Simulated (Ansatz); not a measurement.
## Al₁₆HO₂₄: course of a relaxation

Computed with Ansatz 0.2.0, DFT PBEsol, scalar-relativistic, plane waves, PAW. Run with 420 eV cutoff, 2×2×2 k-mesh, shifted by half a step, Gaussian smearing of 0.01 eV, collinear spin.

What was changed: H interstitial, charge +0, atoms relaxed at the host's cell.

In a supercell of 41 atoms the defect feels its periodic images.

Command:

```bash
ansatz run input.yaml --threads 4 --pin off --max-ram 10240MiB --backend cpu --events-out ev --progress --plain --runs-dir out
```

Input:

```yaml
crystal:
  lattice:
    - [-4.7738611789, -2.7561900367, 4.3382851438]
    - [4.7738611789, -2.7561900367, 4.3382851438]
    - [0.0, 5.5123800734, 4.3382851438]
  atoms:
    - { symbol: Al, position: [0.1479209717, 0.1479209717, 0.1479209717], spin: 0.111 }
    - { symbol: Al, position: [0.6479209717, 0.6479209717, 0.1479209717] }
    - { symbol: Al, position: [0.6479209717, 0.1479209717, 0.6479209717] }
    - { symbol: Al, position: [0.1479209717, 0.6479209717, 0.6479209717] }
    - { symbol: Al, position: [0.3520790283, 0.3520790283, 0.3520790283] }
    - { symbol: Al, position: [0.8520790283, 0.8520790283, 0.3520790283] }
    - { symbol: Al, position: [0.8520790283, 0.3520790283, 0.8520790283] }
    - { symbol: Al, position: [0.3520790283, 0.8520790283, 0.8520790283] }
    - { symbol: Al, position: [0.6479209717, 0.6479209717, 0.6479209717] }
    - { symbol: Al, position: [0.1479209717, 0.1479209717, 0.6479209717] }
    - { symbol: Al, position: [0.1479209717, 0.6479209717, 0.1479209717] }
    - { symbol: Al, position: [0.6479209717, 0.1479209717, 0.1479209717] }
    - { symbol: Al, position: [0.8520790283, 0.8520790283, 0.8520790283], spin: 0.111 }
    - { symbol: Al, position: [0.3520790283, 0.3520790283, 0.8520790283] }
    - { symbol: Al, position: [0.3520790283, 0.8520790283, 0.3520790283] }
    - { symbol: Al, position: [0.8520790283, 0.3520790283, 0.3520790283] }
    - { symbol: O, position: [0.4029299272, 0.5970700728, 0.75] }
    - { symbol: O, position: [0.9029299272, 0.0970700728, 0.75], spin: 0.111 }
    - { symbol: O, position: [0.9029299272, 0.5970700728, 0.25] }
    - { symbol: O, position: [0.4029299272, 0.0970700728, 0.25] }
    - { symbol: O, position: [0.4029299272, 0.25, 0.5970700728] }
    - { symbol: O, position: [0.9029299272, 0.75, 0.5970700728] }
    - { symbol: O, position: [0.9029299272, 0.25, 0.0970700728], spin: 0.111 }
    - { symbol: O, position: [0.4029299272, 0.75, 0.0970700728] }
    - { symbol: O, position: [0.5970700728, 0.75, 0.4029299272] }
    - { symbol: O, position: [0.0970700728, 0.25, 0.4029299272] }
    - { symbol: O, position: [0.0970700728, 0.75, 0.9029299272], spin: 0.111 }
    - { symbol: O, position: [0.5970700728, 0.25, 0.9029299272] }
    - { symbol: O, position: [0.75, 0.4029299272, 0.5970700728] }
    - { symbol: O, position: [0.25, 0.9029299272, 0.5970700728] }
    - { symbol: O, position: [0.25, 0.4029299272, 0.0970700728] }
    - { symbol: O, position: [0.75, 0.9029299272, 0.0970700728], spin: 0.111 }
    - { symbol: O, position: [0.25, 0.5970700728, 0.4029299272] }
    - { symbol: O, position: [0.75, 0.0970700728, 0.4029299272] }
    - { symbol: O, position: [0.75, 0.5970700728, 0.9029299272] }
    - { symbol: O, position: [0.25, 0.0970700728, 0.9029299272], spin: 0.111 }
    - { symbol: O, position: [0.5970700728, 0.4029299272, 0.25] }
    - { symbol: O, position: [0.0970700728, 0.9029299272, 0.25], spin: 0.111 }
    - { symbol: O, position: [0.0970700728, 0.4029299272, 0.75] }
    - { symbol: O, position: [0.5970700728, 0.9029299272, 0.75] }
    - { symbol: H, position: [0.0, 0.0, 0.0], spin: 0.111 }
  host:
    lattice:
      - [2.3869305895, 1.3780950184, 4.3382851438]
      - [-2.3869305895, 1.3780950184, 4.3382851438]
      - [0.0, -2.7561900367, 4.3382851438]
    atoms:
      - { symbol: Al, position: [0.1479209717, 0.1479209717, 0.1479209717] }
      - { symbol: Al, position: [0.3520790283, 0.3520790283, 0.3520790283] }
      - { symbol: Al, position: [0.6479209717, 0.6479209717, 0.6479209717] }
      - { symbol: Al, position: [0.8520790283, 0.8520790283, 0.8520790283] }
      - { symbol: O, position: [0.9441401456, 0.5558598544, 0.25] }
      - { symbol: O, position: [0.4441401456, 0.75, 0.0558598544] }
      - { symbol: O, position: [0.5558598544, 0.25, 0.9441401456] }
      - { symbol: O, position: [0.25, 0.9441401456, 0.5558598544] }
      - { symbol: O, position: [0.75, 0.0558598544, 0.4441401456] }
      - { symbol: O, position: [0.0558598544, 0.4441401456, 0.75] }
basis:
  ecutwfc: 420
  xc_grid: 2
kpoints:
  mp_grid: { grid: [2, 2, 2], shift: [0.5, 0.5, 0.5] }
hamiltonian:
  xc: pbesol
scf:
  occupations: { method: gaussian, width: 0.01 }
output:
  forces: true
  stress: false
  eigenvalues: true
  populations: true
  charged_corrections:
    defect_position: [0.0, 0.0, 0.0]
    epsilon: [[9.717, 0.0, 0.0], [0.0, 9.717, 0.0], [0.0, 0.0, 11.8055]]
  write_density: true
  write_potential: true
  elf: true
  volumetric_format: npy
magnetization:
  spin_polarized: true
relax:
  adjacent_minimum: "off"
  f_tol: 0.025
  max_steps: 45
```

F is the free energy.

Steps:

| step | F − F(1) (eV) | largest force component (eV/Å) |
| --- | --- | --- |
| 1 | 0.0000 | 0.784 |
| 2 | -0.1161 | 0.324 |
| 3 | -0.1437 | 0.086 |
| 4 | -0.1452 | 0.029 |
| 5 | -0.1457 | 0.008 |

Relaxed structure:

```
CELL_PARAMETERS angstrom
-4.77386 -2.75619 4.33829
4.77386 -2.75619 4.33829
0.00000 5.51238 4.33829
ATOMIC_POSITIONS crystal
Al 0.14776 0.14776 0.14776
Al 0.64651 0.64765 0.14821
Al 0.64765 0.14821 0.64651
Al 0.14821 0.64651 0.64765
Al 0.35180 0.35180 0.35180
Al 0.85072 0.85160 0.35363
Al 0.85160 0.35363 0.85072
Al 0.35363 0.85072 0.85160
Al 0.64820 0.64820 0.64820
Al 0.14928 0.14840 0.64637
Al 0.14840 0.64637 0.14928
Al 0.64637 0.14928 0.14840
Al 0.85224 0.85224 0.85224
Al 0.35349 0.35235 0.85179
Al 0.35235 0.85179 0.35349
Al 0.85179 0.35349 0.35235
O 0.40421 0.59644 0.74968
O 0.90186 0.09902 0.74218
O 0.90234 0.59871 0.25058
O 0.40209 0.09692 0.25057
O 0.40356 0.25032 0.59579
O 0.90308 0.74943 0.59791
O 0.90098 0.25782 0.09814
O 0.40129 0.74942 0.09766
O 0.59644 0.74968 0.40421
O 0.09692 0.25057 0.40209
O 0.09902 0.74218 0.90186
O 0.59871 0.25058 0.90234
O 0.74968 0.40421 0.59644
O 0.25058 0.90234 0.59871
O 0.25057 0.40209 0.09692
O 0.74218 0.90186 0.09902
O 0.25032 0.59579 0.40356
O 0.74942 0.09766 0.40129
O 0.74943 0.59791 0.90308
O 0.25782 0.09814 0.90098
O 0.59579 0.40356 0.25032
O 0.09814 0.90098 0.25782
O 0.09766 0.40129 0.74942
O 0.59791 0.90308 0.74943
H 0.00000 0.00000 0.00000
```

The run converged. It took 24 s on 4 threads of Intel(R) Xeon(R) Platinum 8259CL CPU @ 2.50GHz (Skylake/Cascade Lake), with other jobs on the host, peak memory 1.2 GiB.